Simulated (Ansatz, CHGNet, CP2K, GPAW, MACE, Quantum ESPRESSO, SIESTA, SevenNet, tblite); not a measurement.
**A faulty CP2K run on hcp Mg, size series (64 atoms)**

Program: CP2K 2026.2, a calculation on a cell of 64 Mg, 23.2 Å³ an atom.

File input.inp:

```
&GLOBAL
  PROJECT cell
  RUN_TYPE ENERGY_FORCE
  PRINT_LEVEL LOW
&END GLOBAL
&FORCE_EVAL
  METHOD QS
  STRESS_TENSOR ANALYTICAL
  &DFT
    BASIS_SET_FILE_NAME BASIS_MOLOPT_UZH
    POTENTIAL_FILE_NAME POTENTIAL_UZH
    &MGRID
      CUTOFF 1200
      REL_CUTOFF 50
      NGRIDS 5
    &END MGRID
    &QS
      EPS_DEFAULT 1.0E-12
    &END QS
    &SCF
      SCF_GUESS ATOMIC
      EPS_SCF 1.0E-06
      MAX_SCF 25
      ADDED_MOS 48
      &DIAGONALIZATION
        ALGORITHM STANDARD
      &END DIAGONALIZATION
      &SMEAR ON
        METHOD FERMI_DIRAC
        ELECTRONIC_TEMPERATURE [K] 580
      &END SMEAR
      &MIXING
        METHOD BROYDEN_MIXING
        ALPHA 0.15
        NBROYDEN 8
      &END MIXING
      &PRINT
        &RESTART OFF
        &END RESTART
      &END PRINT
    &END SCF
    &XC
      &XC_FUNCTIONAL PBE
      &END XC_FUNCTIONAL
    &END XC
    &PRINT
      &MULLIKEN ON
      &END MULLIKEN
      &HIRSHFELD ON
        SHAPE_FUNCTION DENSITY
      &END HIRSHFELD
      &MO ON
        EIGENVALUES T
        OCCUPATION_NUMBERS T
        MO_INDEX_RANGE 309 332
        &EACH
          QS_SCF 0
        &END EACH
        ADD_LAST NUMERIC
      &END MO
    &END PRINT
  &END DFT
  &SUBSYS
    &CELL
      A 12.83600 0.00000 0.00000
      B -6.41800 11.11630 0.00000
      C 0.00000 0.00000 10.42200
    &END CELL
    &COORD
      Mg 12.04126 20.99555 19.68795
      Mg -0.11558 3.44275 4.63470
      Mg 12.03580 20.99492 9.86239
      Mg -0.00340 3.61984 14.75961
      Mg -3.07872 5.37745 0.05495
      Mg -2.98763 8.73407 4.98329
      Mg -2.91390 5.16675 9.77889
      Mg -3.13754 8.77062 14.62865
      Mg -6.17005 10.69019 19.54241
      Mg -6.12141 13.81785 4.91869
[... 50 atom lines left out ...]
      Mg 9.08855 15.55739 0.01024
      Mg 8.97079 19.24634 4.87300
      Mg 9.01578 15.62503 9.81099
      Mg 9.31426 19.19802 14.76336
    &END COORD
    &KIND Mg
      BASIS_SET DZVP-MOLOPT-PBE-GTH-q10
      POTENTIAL GTH-PBE-q10
    &END KIND
  &END SUBSYS
  &PRINT
    &FORCES ON
    &END FORCES
    &STRESS_TENSOR ON
    &END STRESS_TENSOR
  &END PRINT
&END FORCE_EVAL
```

Launch:

```console
$ OMP_NUM_THREADS=1 cp2k.psmp -i input.inp > output.txt
```

Numbers of over 12 decimals in the logs are rounded to 6 here.

Log:

```text
CP2K| version string:                                       CP2K version 2026.2
 CP2K| Input file name                                                 input.inp
 GLOBAL| Basis set file name                                    BASIS_MOLOPT_UZH
 GLOBAL| Potential file name                                       POTENTIAL_UZH
 GLOBAL| Run type                                                   ENERGY_FORCE
 GLOBAL| Total number of message passing processes                             1
 GLOBAL| Number of threads for this process                                    1
 TOTAL NUMBERS AND MAXIMUM NUMBERS
  Total number of            - Atomic kinds:                                   1
                             - Atoms:                                         64
                             - Shell sets:                                    64
                             - Shells:                                       320
                             - Primitive Cartesian functions:                448
                             - Cartesian basis functions:                    576
[... lines left out ...]
                        Smear method:                                FERMI_DIRAC
[... lines left out ...]
                        Electronic temperature [a.u.]:                  1.84E-03
                        Accuracy threshold:                             1.00E-10
 Extrapolation method: initial_guess
 Number of electrons:                                                        640
 Number of occupied orbitals:                                                320
 Number of molecular orbitals:                                               368
 Number of orbital functions:                                                576
 Number of independent orbital functions:                                    576
 SCF WAVEFUNCTION OPTIMIZATION
  Step     Update method      Time    Convergence         Total energy    Change
     1 NoMix/Diag. 0.15E+00   19.8  3751.82342864     -3812.6837435803 -3.81E+03
     2 Broy./Diag. 0.15E+00   28.7    49.80976391     -2786.4850451342  1.03E+03
     3 Broy./Diag. 0.15E+00   29.2   636.71111803     -3033.0816642766 -2.47E+02
     4 Broy./Diag. 0.15E+00   29.3    13.54083296     -3014.9058343900  1.82E+01
[...]
24 Broy./Diag. 0.15E+00   30.2     1.87961082     -3051.1487463024  6.25E-04
    25 Broy./Diag. 0.15E+00   30.6     0.46842473     -3051.1437833059  4.96E-03
  Leaving inner SCF loop after reaching    25 steps.
  Electronic density on regular grids:       -639.9999999796        0.0000000204
  Core density on regular grids:              640.0000000000       -0.0000000000
  Total charge density on r-space grids:        0.0000000203
  Total charge density g-space grids:           0.0000000203
  Overlap energy of the core charge distribution:              41.755661
  Self energy of the core charge distribution:              -9369.643302
  Core Hamiltonian energy:                                   3966.935584
  Hartree energy:                                            2978.360929
  Exchange-correlation energy:                               -668.544610
  Electronic entropic energy:                                  -0.00805401
  Fermi energy:                                                 0.076367
  Total energy:                                             -3051.143783
  Total energy (extrapolated to T->0):                      -3051.139756
 *   ___                                                                       *
 *  /   \                                                                      *
 * [ABORT]                                                                     *
 *  \___/     SCF run NOT converged. To continue the calculation regardless,   *
 *    |             please set the keyword IGNORE_CONVERGENCE_FAILURE.         *
 *  O/|                                                                        *
 * /| |                                                                        *
```

Elapsed: 13 min, on 1 thread of Arm Neoverse V1, shared host; peak memory 10 GiB.

Banners, paths, timers and routine set-up lines are dropped from the logs unmarked, and long logs keep their key lines alone; longer cuts are marked.

Q: Name the fault.

Coordinates in bohr read as angstrom: coordinates scaled by 1.8897. Mend: give the lengths in ångström, or name the unit.

The run ended unconverged.

[Also dropped from logs without a mark: logging warnings of Python, and SIESTA's first energy breakdown and zero terms.]

[Logs are printed without paths, hosts, clocks, repeated set-up lines and the standing remarks that a program may print on its own settings, such as how far it seeks lower states.]

[Hosts, paths, dates, database ids (printed as entryN), source tags and the programs' standing remarks are cut or masked in the printed files.]
